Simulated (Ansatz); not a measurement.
# Pb (Im-3m) in Ansatz: settings compared, part 2 of 2

Ansatz 0.2.0. The steps go on from the part before.

## 4. Relaxation of cell and atoms, LDA

File input.yaml:

```yaml
crystal:
  lattice:
    - [-1.9796595667, 1.9796595667, 1.9796595667]
    - [1.9796595667, -1.9796595667, 1.9796595667]
    - [1.9796595667, 1.9796595667, -1.9796595667]
  atoms:
    - { symbol: Pb, position: [0.0, 0.0, 0.0] }
hamiltonian:
  xc: lda
  pseudopotentials: { kind: paw }
kpoints:
  mp_grid: { grid: [9, 9, 9] }
scf:
  occupations: { method: fermi_dirac, width: 0.05 }
output:
  forces: true
  stress: true
  eigenvalues: true
relax:
  f_tol: 0.01
  max_steps: 40
  cell: { stress_tol: 0.05 }
```

Launch:

```sh
$ ansatz run input.yaml --threads 2 --pin off --max-ram 5632MiB --backend cpu --events-out ev --progress --plain --runs-dir out
```

Run time: 0.94 s. Hardware: 2 threads of Intel Xeon 6975P-C (Granite Rapids), shared host; peak memory 0.35 GiB.

The run converged. Its results:

```yaml
Free_energy: -11602.3067 eV
Relaxed_volume: 28.72 Å³/atom
Relaxed_cell: a = 3.341 Å, b = 3.341 Å, c = 3.341 Å, α = 109.47°, β = 109.47°, γ = 109.47°
Space_group_after_relaxing_to_0.05_Å: Im-3m (No. 229)
Energy_gained_by_relaxing: 26.9 meV/atom
Ionic_steps: 3
Pressure_after_relaxing: 0.0 GPa
Band_gap_on_the_k_mesh: none (metal or under the smearing width)
```

Step by step:
```tsv
step	energy change (eV)	largest force (eV/Å)	volume (Å³)
1	0.0000	0.0000	31.03
2	-0.0271	0.0000	28.72
3	-0.0269	0.0000	28.72
```

Final structure:
```yaml
crystal:
  lattice:
    - [-1.92910, 1.92910, 1.92910]
    - [1.92910, -1.92910, 1.92910]
    - [1.92910, 1.92910, -1.92910]
  atoms:
    - { symbol: Pb, position: [0.00000, 0.00000, 0.00000] }
```

Levels at points of the mesh, in eV from the Fermi level:
| k point | band 5 | band 6 | band 7 | band 8 | band 9 | band 10 |
| --- | --- | --- | --- | --- | --- | --- |
| (0.00, 0.00, 0.00) | -16.86 | -12.22 | 8.00 | 8.00 | 8.00 | 11.21 |

Caveat: the plane-wave basis is chosen anew once the cell has moved, so the energies of steps on either side of that aren't comparable; the PAW data sets come from PBE, with cores solved anew for the run's functional, which leaves a small shift of forces and pressure. Spin-orbit coupling is left out, which matters for the levels of Pb.

## 5. Relaxation of cell and atoms, PBEsol

input.yaml, as its differences from that of step 4:

```diff
@@ -8,3 +8,3 @@
 hamiltonian:
-  xc: lda
+  xc: pbesol
   pseudopotentials: { kind: paw }
@@ -18,2 +18,6 @@
   eigenvalues: true
+  write_density: true
+  write_potential: true
+  elf: true
+  volumetric_format: npy
 relax:
```

Potentials or basis: Ansatz PAW.

Launch:

```sh
$ ansatz run input.yaml --threads 2 --pin off --max-ram 5632MiB --backend cpu --events-out ev --progress --plain --runs-dir out
```

The log of the run:

```text
Warning: RAYON_NUM_THREADS=2 ignored (pool sized by the plan → 2); use --threads N
Engine: ansatz 0.2.0, x86_64-unknown-linux-gnu
Pseudopotentials: kind: paw
Pseudopotential: Pb, paw, valence charge 14, recommended cutoff 420 eV (normal), Pb.paw.azcp
Functional definition: PBEsol
  exchange = pbesol_x
  correlation = pbesol_c
Crystal: 1 atoms, lattice volume = 31.034 Å³
Basis set: ecut = 420 eV, 603 PW (Γ), exchange–correlation on 48×48×48 points (8 copies of the dense FFT grid, shifted against one another)
Bands: 11, of which v1, the nominal top of the filled ones, is band 7 counted from 1 (6 counted from 0)
Symmetry: 48 space group operations
Space group: Im-3m (ITA 229), of the structure as read, at distance tolerance 3.1e-5 Å
k-points: 35 of 729
Non-local potential: Pb, projectors of the file, l = 0: 2, l = 1: 2, l = 2: 2, l = 3: 2
PAW form: soft (Blöchl's): semilocal exchange-correlation on the pseudo side does not see the compensation charge
[... 65 lines left out ...]
  E_smearing   = -0.004057  (= −TS)
  E_closure    = -0.000000  (closes the sum)
  Σ components = -11754.893813   (vs F -11754.893813, Δ=0.00e0)
--- Forces (eV/Å), atoms counted from 1 ---
  atom   1  Pb    -0.00000000     0.00000000    -0.00000000
  max |Σ_I F_I| component: 2.30e-31 eV/Å
--- Stress (GPa, compression-positive) ---
        0.002624       0.000000       0.000000
       -0.000000       0.002624       0.000000
        0.000000       0.000000       0.002624
  P = ⅓ Tr σ = 0.0026 GPa (0.026 kbar)
--- Band table (eV; the first three rows and the last of 35) ---
  k-point 0: bands = ["-5.9741", "-5.9741", "-5.9741", "-5.7158", "-5.7158", "-0.8012", "18.9636", "18.9636", "18.9636", "22.2348", "22.2348"]
  k-point 1: bands = ["-5.9850", "-5.9617", "-5.9274", "-5.7276", "-5.7167", "-0.5433", "16.6701", "18.1459", "18.5951", "21.0678", "21.7301"]
  k-point 2: bands = ["-6.0124", "-5.9437", "-5.8069", "-5.7484", "-5.7190", "0.2300", "13.1236", "16.6687", "17.7101", "19.9081", "20.9970"]
  k-point 34: bands = ["-6.0271", "-6.0172", "-5.6128", "-5.6128", "-5.6080", "5.7158", "10.6110", "10.8706", "10.8706", "15.7974", "16.4902"]
--- Relaxed structure (3 steps of the walk, 3 accepted, 1 SCFs on fresh bases) ---
  F+E_penalty+E_count = -11754.89381294 eV   max|allowed force component| = 0.000e0 eV/Å   (the final SCF, on the basis selected at the relaxed cell)
  cell:  # Å, volume = 29.6490 Å³
    - [-1.9497708762231343, 1.9497708762231343, 1.9497708762231343]
    - [1.9497708762231343, -1.9497708762231343, 1.9497708762231343]
    - [1.9497708762231343, 1.9497708762231343, -1.9497708762231343]
  atoms:
    - { symbol: Pb, position: [0.0, 0.0, 0.0] }
```

rho_z.tsv:

```text
# z_ang	rho[e/angstrom^3]
# format = ansatz-planar-average/11
# lattice	-1.949770876	1.949770876	1.949770876
# lattice	1.949770876	-1.949770876	1.949770876
# lattice	1.949770876	1.949770876	-1.949770876
# sites	1
# site	82	0.000000000	0.000000000	0.000000000
0.000000	1.069645e0
0.140713	1.030888e0
0.281425	9.255202e-1
0.422138	7.798268e-1
0.562850	6.226010e-1
0.703563	4.763957e-1
[... 16 lines left out ...]
3.095677	9.255202e-1
3.236390	1.030888e0
```

Run time: 1.2 s. Hardware: 2 threads of Intel Xeon 6975P-C (Granite Rapids), shared host; peak memory 0.35 GiB.

Results:

| Quantity | Value |
| --- | --- |
| Free energy | -11754.8938 eV |
| Relaxed volume | 29.65 Å³/atom |
| Relaxed cell | a = 3.377 Å, b = 3.377 Å, c = 3.377 Å, α = 109.47°, β = 109.47°, γ = 109.47° |
| Space group after relaxing (to 0.05 Å) | Im-3m (No. 229) |
| Energy gained by relaxing | 8.9 meV/atom |
| Ionic steps | 4 |
| Pressure after relaxing | 0.0 GPa |
| Band gap on the k mesh | none (metal or under the smearing width) |

The path:
| step | energy change (eV) | largest force (eV/Å) | volume (Å³) |
| --- | --- | --- | --- |
| 1 | 0.0000 | 0.0000 | 31.03 |
| 2 | -0.0090 | 0.0000 | 29.68 |
| 3 | -0.0090 | 0.0000 | 29.65 |
| 4 | -0.0089 | 0.0000 | 29.65 |

Final structure:
```
Pb
1.0
    -1.94977    1.94977    1.94977
     1.94977   -1.94977    1.94977
     1.94977    1.94977   -1.94977
Pb
1
Cartesian
  0.0000 0.0000 0.0000
```

Caveat: the plane-wave basis is chosen anew once the cell has moved, so the energies of steps on either side of that aren't comparable; the PAW data sets come from PBE, with cores solved anew for the run's functional, which leaves a small shift of forces and pressure.

## 6. Relaxation of cell and atoms, RPBE

input.yaml, as its differences from that of step 5:

```diff
@@ -8,3 +8,3 @@
 hamiltonian:
-  xc: pbesol
+  xc: rpbe
   pseudopotentials: { kind: paw }
@@ -18,6 +18,2 @@
   eigenvalues: true
-  write_density: true
-  write_potential: true
-  elf: true
-  volumetric_format: npy
 relax:
```

Potentials or basis: Ansatz PAW.

Launch:

```sh
$ ansatz run input.yaml --threads 2 --pin off --max-ram 5632MiB --backend cpu --events-out ev --progress --plain --runs-dir out
```

It took 1.2 s on 2 threads of Intel Xeon 6975P-C (Granite Rapids), shared host; peak memory 0.35 GiB.

It converged, with:

- Free energy: -11921.6055 eV
- Relaxed volume: 32.97 Å³/atom
- Relaxed cell: a = 3.499 Å, b = 3.499 Å, c = 3.499 Å, α = 109.47°, β = 109.47°, γ = 109.47°
- Space group after relaxing (to 0.05 Å): Im-3m (No. 229)
- Energy gained by relaxing: 13.4 meV/atom
- Ionic steps: 4
- Pressure after relaxing: 0.0 GPa
- Band gap on the k mesh: none (metal or under the smearing width)

The path:
```
step  energy change (eV)  largest force (eV/Å)  volume (Å³)
   1              0.0000                0.0000        31.03
   2             -0.0129                0.0000        32.70
   3             -0.0132                0.0000        32.97
   4             -0.0134                0.0000        32.97
```

Final structure:
```cif
data_structure
_symmetry_space_group_name_H-M 'P 1'
_symmetry_Int_Tables_number 1
_cell_length_a 3.4988
_cell_length_b 3.4988
_cell_length_c 3.4988
_cell_angle_alpha 109.471
_cell_angle_beta 109.471
_cell_angle_gamma 109.471
_cell_volume 32.97
loop_
_atom_site_label
_atom_site_type_symbol
_atom_site_fract_x
_atom_site_fract_y
_atom_site_fract_z
_atom_site_occupancy
Pb1 Pb 0.00000 0.00000 0.00000 1
```

Levels at points of the mesh, in eV from the Fermi level:
```csv
k point,band 5,band 6,band 7,band 8,band 9,band 10
"(0.00, 0.00, 0.00)",-16.99,-11.24,6.93,6.93,6.93,10.58
```

Caveat: the plane-wave basis is chosen anew once the cell has moved, so the energies of steps on either side of that aren't comparable; the PAW data sets come from PBE, with cores solved anew for the run's functional, which leaves a small shift of forces and pressure.

## 7. Overview

| task | level | cell | smearing | gap on the mesh (eV) | pressure (GPa) | relaxed volume (Å³/atom) |
| --- | --- | --- | --- | --- | --- | --- |
| single point | PBE | as given | gaussian 0.011 eV | none | 0.7 | - |
| relaxation of cell and atoms | PBE | relaxed | fermi-dirac 0.05 eV | none | 0.0 | 31.65 |
| relaxation of cell and atoms | LDA | relaxed | fermi-dirac 0.05 eV | none | 0.0 | 28.72 |
| relaxation of cell and atoms | PBEsol | relaxed | fermi-dirac 0.05 eV | none | 0.0 | 29.65 |
| relaxation of cell and atoms | RPBE | relaxed | fermi-dirac 0.05 eV | none | 0.0 | 32.97 |

Alike in all rows: potentials or basis Ansatz PAW; no spin polarisation; k mesh 9 × 9 × 9; cutoff (eV) 420.

Caveats: the plane-wave basis is chosen anew once the cell has moved, so the energies of steps on either side of that aren't comparable (some runs); the PAW data sets come from PBE, with cores solved anew for the run's functional, which leaves a small shift of forces and pressure (some runs).

Absolute energies hang on the potentials; compare differences alone.
